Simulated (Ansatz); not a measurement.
# What moves the field gradients of LaH₃O₃?

Cell of run 1: a computed structure from the Materials Project (it need not be an observed phase), atoms as given.

Space group Pm (No. 6); a = 6.6168, b = 3.8322, c = 6.6647 Å, β = 119.33°.

| site | Wyckoff | site symmetry | x | y | z |
| --- | --- | --- | --- | --- | --- |
| La1 | 1a | m | 0.3337 | 0.0000 | 0.6644 |
| La2 | 1b | m | 0.6609 | 0.5000 | 0.3244 |
| H3 | 1a | m | 0.8618 | 0.0000 | 0.1430 |
| H4 | 1a | m | 0.8574 | 0.0000 | 0.6929 |
| H5 | 1a | m | 0.2812 | 0.0000 | 0.1383 |
| H6 | 1b | m | 0.1336 | 0.5000 | 0.8513 |
| H7 | 1b | m | 0.1418 | 0.5000 | 0.2851 |
| H8 | 1b | m | 0.7206 | 0.5000 | 0.8591 |
| O9 | 1a | m | 0.9115 | 0.0000 | 0.3069 |
| O10 | 1a | m | 0.6906 | 0.0000 | 0.5929 |
| O11 | 1a | m | 0.3921 | 0.0000 | 0.0817 |
| O12 | 1b | m | 0.0882 | 0.5000 | 0.6885 |
| O13 | 1b | m | 0.3077 | 0.5000 | 0.3943 |
| O14 | 1b | m | 0.6039 | 0.5000 | 0.9082 |

One atom of each set is listed.

All runs are DFT with Ansatz 0.2.0 (plane waves and PAW, scalar-relativistic unless spin–orbit coupling is named, Γ-centred meshes, Fermi–Dirac smearing where given) in this cell.

Run 1: PBE, atoms as given; 420 eV, 4×6×4 k-points, smearing 0.02 eV.
Run 2: r2SCAN, atoms as given; 500 eV, 4×6×4 k-points, smearing 0.02 eV.
Run 3: PBE with spin–orbit coupling, atoms as given; 420 eV, 4×6×4 k-points, smearing 0.02 eV.

```tsv
run	La1 V_zz (η)	O9 V_zz (η)	O11 V_zz (η)	O12 V_zz (η)
1	-9.72 (0.11)	12.53 (0.04)	12.56 (0.04)	12.47 (0.03)
2	?	?	?	?
3	-9.75 (0.11)	12.54 (0.04)	12.56 (0.04)	12.47 (0.03)
```

V_zz in 10²¹ V/m²; 4 of the 14 sets of like atoms are followed.

Question: Estimate the row of run 2.

Answer: La1: -9.77 (0.11); O9: 13.21 (0.03); O11: 13.23 (0.04); O12: 13.15 (0.03). It lies nearest to run 3, from whose tensors on these sites it differs by 0.68 at most (largest principal value of the difference, on O12). Taken one at a time, the functional (r2SCAN with its higher cutoff) moves the tensors on these sites by up to 0.68 (largest principal value of the change, on O12), spin–orbit coupling by 0.03 (La1).

In run 2 the atoms aren't at the calculated equilibrium (largest force 0.60 eV/Å).
